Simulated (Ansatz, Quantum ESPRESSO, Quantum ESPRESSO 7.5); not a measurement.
# Complex bands of BaS, rock salt type, lattice constant set to 6.479 Å

Wanted: the complex band structure of BaS, rock salt type, lattice constant set to 6.479 Å, as for a tunnel barrier.

Main program and level: Quantum ESPRESSO 7.5; plane-wave DFT, LDA, PseudoDojo norm-conserving pseudopotentials (cross-check by Ansatz 0.2.0 with PAW datasets).

## Step 1: The structure

It takes space group Fm-3m (No. 225, cubic). Conventional cell: a = 6.479 Å, b = 6.479 Å, c = 6.479 Å, α = 90.00°, β = 90.00°, γ = 90.00°. Nearest to Ba lie 6 S at 3.24 Å. Nearest to S lie 6 Ba at 3.24 Å. Farther neighbours and most contacts between anions are not listed.

## Step 2: SCF with pw.x

pwcond needs a cell whose third axis lies along the current and stands perpendicular to the other two.

The input, scf.in:

```
&control
  prefix = 'scf'
  outdir = './out'
  pseudo_dir = './pseudo'
  calculation = 'scf'
  tprnfor = .true.
/
&system
  ibrav = 0
  nat = 4
  ntyp = 2
  ecutwfc = 40
  ecutrho = 160
  occupations = 'fixed'
  nbnd = 20
/
&electrons
  conv_thr = 1e-09
  mixing_beta = 0.6
  electron_maxstep = 120
/
ATOMIC_SPECIES
  Ba  137.3270  Ba.dojo-sr-lda-0.4.1-standard.upf
  S   32.0600  S.dojo-sr-lda-0.4.1-standard.upf
CELL_PARAMETERS angstrom
  4.58134483530764 0.00000000000000 0.00000000000000
  0.00000000000000 4.58134483530764 0.00000000000000
  0.00000000000000 0.00000000000000 6.47900000000000
ATOMIC_POSITIONS crystal
  Ba  0.000000000000 0.000000000000 0.000000000000
  S   0.500000000000 0.500000000000 0.000000000000
  Ba  0.500000000000 0.500000000000 0.500000000000
  S   0.000000000000 0.000000000000 0.500000000000
K_POINTS automatic
  6 6 4 0 0 0
```

Launch:

```
$ OMP_NUM_THREADS=1 mpirun -n 2 pw.x -nk 2 -in scf.in > scf.out
```

The program printed:

```text
Program PWSCF v.7.5 starts
[citation notice left out]

     Parallel version (MPI & OpenMP), running on       2 processor cores
     Number of MPI processes:                 2
     Threads/MPI process:                     1

     MPI processes distributed on     1 nodes
[...]
Current dimensions of program PWSCF are:
     Max number of different atomic species (ntypx) = 10
     Max number of k-points (npk) =  40000
     Max angular momentum in pseudopotentials (lmaxx) =  4
     Found identity + ( -0.5000 -0.5000 -0.5000) symmetry
     This is a supercell, fractional translations are disabled
     Message from routine setup:
     using ibrav=0 with symmetry is DISCOURAGED, use correct ibrav instead

     K-points division:     npool     =       2
     Subspace diagonalization in iterative solution of the eigenvalue problem:
     a serial algorithm will be used

     G-vector sticks info
     --------------------
     sticks:   dense  smooth     PW     G-vecs:    dense   smooth      PW
     Sum         949     949    293                31285    31285    5135

     Using Slab Decomposition

     bravais-lattice index     =            0
     lattice parameter (alat)  =       8.6575  a.u.
     unit-cell volume          =     917.6785 (a.u.)^3
     number of atoms/cell      =            4
     number of atomic types    =            2
     number of electrons       =        32.00
     number of Kohn-Sham states=           20
     kinetic-energy cutoff     =      40.0000  Ry
     charge density cutoff     =     160.0000  Ry
     scf convergence threshold =      1.0E-09
     mixing beta               =       0.6000
     number of iterations used =            8  plain     mixing
     Exchange-correlation= SLA  PW   NOGX NOGC
                           (   1   4   0   0   0   0   0)

     celldm(1)=   8.657487  celldm(2)=   0.000000  celldm(3)=   0.000000
     celldm(4)=   0.000000  celldm(5)=   0.000000  celldm(6)=   0.000000

     crystal axes: (cart. coord. in units of alat)
               a(1) = (   1.000000   0.000000   0.000000 )
               a(2) = (   0.000000   1.000000   0.000000 )
               a(3) = (   0.000000   0.000000   1.414214 )

     reciprocal axes: (cart. coord. in units 2 pi/alat)
               b(1) = (  1.000000  0.000000  0.000000 )
               b(2) = (  0.000000  1.000000  0.000000 )
               b(3) = (  0.000000  0.000000  0.707107 )

     PseudoPot. # 1 for Ba read from file:
     ./pseudo/Ba.dojo-sr-lda-0.4.1-standard.upf
     Pseudo is Norm-conserving + core correction, Zval = 10.0
     Generated using ONCVPSP code by D. R. Hamann
     Using radial grid of 1912 points,  6 beta functions with:
                l(1) =   0
                l(2) =   0
                l(3) =   1
                l(4) =   1
                l(5) =   2
                l(6) =   2

     PseudoPot. # 2 for S  read from file:
     ./pseudo/S.dojo-sr-lda-0.4.1-standard.upf
     Pseudo is Norm-conserving + core correction, Zval =  6.0
     Generated using ONCVPSP code by D. R. Hamann
     Using radial grid of 1132 points,  6 beta functions with:
                l(1) =   0
                l(2) =   0
                l(3) =   1
                l(4) =   1
                l(5) =   2
                l(6) =   2

     atomic species   valence    mass     pseudopotential
     Ba               10.00   137.32700     Ba( 1.00)
     S                 6.00    32.06000     S ( 1.00)

     16 Sym. Ops., with inversion, found

   Cartesian axes

     site n.     atom                  positions (alat units)
         1        Ba     tau(   1) = (   0.0000000   0.0000000   0.0000000  )
         2        S      tau(   2) = (   0.5000000   0.5000000   0.0000000  )
         3        Ba     tau(   3) = (   0.5000000   0.5000000   0.7071068  )
         4        S      tau(   4) = (   0.0000000   0.0000000   0.7071068  )

     number of k points=    30
                       cart. coord. in units 2pi/alat
        k(    1) = (   0.0000000   0.0000000   0.0000000), wk =   0.0138889
        k(    2) = (   0.0000000   0.0000000   0.1767767), wk =   0.0277778
        k(    3) = (   0.0000000   0.0000000  -0.3535534), wk =   0.0138889
        k(    4) = (   0.0000000   0.1666667   0.0000000), wk =   0.0555556
        k(    5) = (   0.0000000   0.1666667   0.1767767), wk =   0.1111111
        k(    6) = (   0.0000000   0.1666667  -0.3535534), wk =   0.0555556
        k(    7) = (   0.0000000   0.3333333   0.0000000), wk =   0.0555556
        k(    8) = (   0.0000000   0.3333333   0.1767767), wk =   0.1111111
        k(    9) = (   0.0000000   0.3333333  -0.3535534), wk =   0.0555556
        k(   10) = (   0.0000000  -0.5000000   0.0000000), wk =   0.0277778
[...]
k(   30) = (  -0.5000000  -0.5000000  -0.3535534), wk =   0.0138889

     Dense  grid:    31285 G-vectors     FFT dimensions: (  36,  36,  50)

     Estimated max dynamical RAM per process >      48.77 MB

     Estimated total dynamical RAM >      89.91 MB

     Initial potential from superposition of free atoms

     starting charge      31.9716, renormalised to      32.0000
     Starting wfcs are   18 randomized atomic wfcs +    2 random wfcs

     total cpu time spent up to now is        0.6 secs

     per-process dynamical memory:    40.9 Mb

     Self-consistent Calculation

     iteration #  1     ecut=    40.00 Ry     beta= 0.60
     Davidson diagonalization with overlap
     ethr =  1.00E-02,  avg # of iterations =  8.0

     Threshold (ethr) on eigenvalues was too large:
     Diagonalizing with lowered threshold

     Davidson diagonalization with overlap
     ethr =  9.12E-04,  avg # of iterations =  2.9

     total cpu time spent up to now is        3.5 secs

     total energy              =    -157.42973038 Ry
     estimated scf accuracy    <       0.27585282 Ry

     iteration #  2     ecut=    40.00 Ry     beta= 0.60
[...]
total energy              =    -157.50841777 Ry
     estimated scf accuracy    <       0.10446107 Ry

     iteration #  3     ecut=    40.00 Ry     beta= 0.60
[...]
total energy              =    -157.52779389 Ry
     estimated scf accuracy    <       0.00231087 Ry

     iteration #  4     ecut=    40.00 Ry     beta= 0.60
[...]
total energy              =    -157.52815471 Ry
     estimated scf accuracy    <       0.00105891 Ry

     iteration #  5     ecut=    40.00 Ry     beta= 0.60
[...]
total energy              =    -157.52830073 Ry
     estimated scf accuracy    <       0.00002813 Ry

     iteration #  6     ecut=    40.00 Ry     beta= 0.60
[...]
total energy              =    -157.52831484 Ry
     estimated scf accuracy    <       0.00000268 Ry

     iteration #  7     ecut=    40.00 Ry     beta= 0.60
[...]
total energy              =    -157.52831475 Ry
     estimated scf accuracy    <       0.00000075 Ry

     iteration #  8     ecut=    40.00 Ry     beta= 0.60
[...]
total energy              =    -157.52831488 Ry
     estimated scf accuracy    <       0.00000005 Ry

     iteration #  9     ecut=    40.00 Ry     beta= 0.60
[...]
total energy              =    -157.52831489 Ry
     estimated scf accuracy    <          2.6E-09 Ry

     iteration # 10     ecut=    40.00 Ry     beta= 0.60
[...]
End of self-consistent calculation

          k = 0.0000 0.0000 0.0000 (  3881 PWs)   bands (ev):

   -20.9827 -20.9355  -6.3997  -6.1394  -6.1394  -5.9698  -5.9698  -5.9698
    -5.0089  -4.9064   4.6711   5.0847   5.0847   5.2376   5.2376   5.2376
     7.2514   8.3557   8.9729   8.9730

          k = 0.0000 0.0000 0.1768 (  3937 PWs)   bands (ev):

   -20.9757 -20.9423  -6.4710  -6.2185  -6.1148  -6.1148  -5.9949  -5.9949
    -4.7212  -4.7055   4.2956   4.5407   5.0656   5.0656   5.1607   5.1607
     7.4263   8.5898   8.8585   9.4860

          k = 0.0000 0.0000-0.3536 (  3928 PWs)   bands (ev):

   -20.9588 -20.9588  -6.4640  -6.4640  -6.0551  -6.0551  -6.0551  -6.0551
    -4.5055  -4.5055   3.9851   3.9851   5.0687   5.0687   5.0687   5.0687
     7.9203   7.9204   9.5332   9.5332

          k = 0.0000 0.1667 0.0000 (  3909 PWs)   bands (ev):

   -20.9765 -20.9355  -6.3663  -6.3361  -6.2285  -6.1166  -5.9933  -5.9690
    -4.7279  -4.6820   4.6514   4.6663   4.7163   4.8615   4.9526   5.1549
     7.8003   8.9195   8.9236   9.1369

          k = 0.0000 0.1667 0.1768 (  3913 PWs)   bands (ev):

   -20.9703 -20.9414  -6.5630  -6.4229  -6.1578  -6.0951  -5.9907  -5.9801
    -4.5232  -4.5176   4.2175   4.3680   4.6984   4.8123   4.8354   4.8909
     7.9570   8.9215   9.4384   9.6597

          k = 0.0000 0.1667-0.3536 (  3942 PWs)   bands (ev):

   -20.9557 -20.9557  -6.6094  -6.6093  -6.0430  -6.0430  -6.0384  -6.0384
    -4.3454  -4.3454   3.8926   3.8926   4.6947   4.6947   4.8217   4.8217
     8.3993   8.3993  10.1275  10.1276

[...]
highest occupied, lowest unoccupied level (ev):     5.2376    7.2514

!    total energy              =    -157.52831489 Ry
     estimated scf accuracy    <          2.4E-10 Ry

     The total energy is the sum of the following terms:
     one-electron contribution =     -13.95507147 Ry
     hartree contribution      =      18.98862091 Ry
     xc contribution           =     -39.34432074 Ry
     ewald contribution        =    -123.21754358 Ry

     convergence has been achieved in  10 iterations

     Forces acting on atoms (cartesian axes, Ry/au):

     atom    1 type  1   force =     0.00000000    0.00000000    0.00000000
     atom    2 type  2   force =     0.00000000    0.00000000    0.00000000
     atom    3 type  1   force =     0.00000000    0.00000000    0.00000000
     atom    4 type  2   force =     0.00000000    0.00000000    0.00000000

     Total force =     0.000000     Total SCF correction =     0.000000

[...]
=------------------------------------------------------------------------------=
   JOB DONE.
=------------------------------------------------------------------------------=
```

The job ended after 16 s (2 MPI ranks of Arm Neoverse V2, shared host; peak memory 0.17 GiB).

This step gave:

| Property | Result |
| --- | --- |
| free energy | -2143.2819 eV |
| valence top, on the run's zero | 5.238 eV |
| conduction bottom, on the run's zero | 7.251 eV |
| gap by band count | 2.014 eV |

The program's own clock; routines nest. Time by routine:

```csv
routine,wall time (s),calls
PWSCF,15.89,1
electrons,15.08,1
c_bands,13.39,11
cegterg,11.89,165
h_psi,9.85,883
fftw,8.27,21474
vloc_psi,7.77,883
sum_band,1.61,11
calbec,1.1,943
add_vuspsi,1.02,883
h_psi:calbec,0.99,883
init_run,0.57,1
wfcinit,0.4,1
init_us_2,0.38,360
```

The run needed 10 iterations to bring the estimated error under 1e-09 Ry.

(Continued in part 2 of 4.)

[Logs are printed without paths, hosts, clocks, repeated set-up lines and the standing remarks that a program may print on its own settings, such as how far it seeks lower states.]

[Hosts, paths, dates, database ids (printed as entryN), source tags and the programs' standing remarks are cut or masked in the printed files.]

[Maps of the electrostatic potential energy from Ansatz leave out the sawtooth potential of an applied field or a dipole correction, so their vacuum need not be flat; planar profiles and work functions include it.]
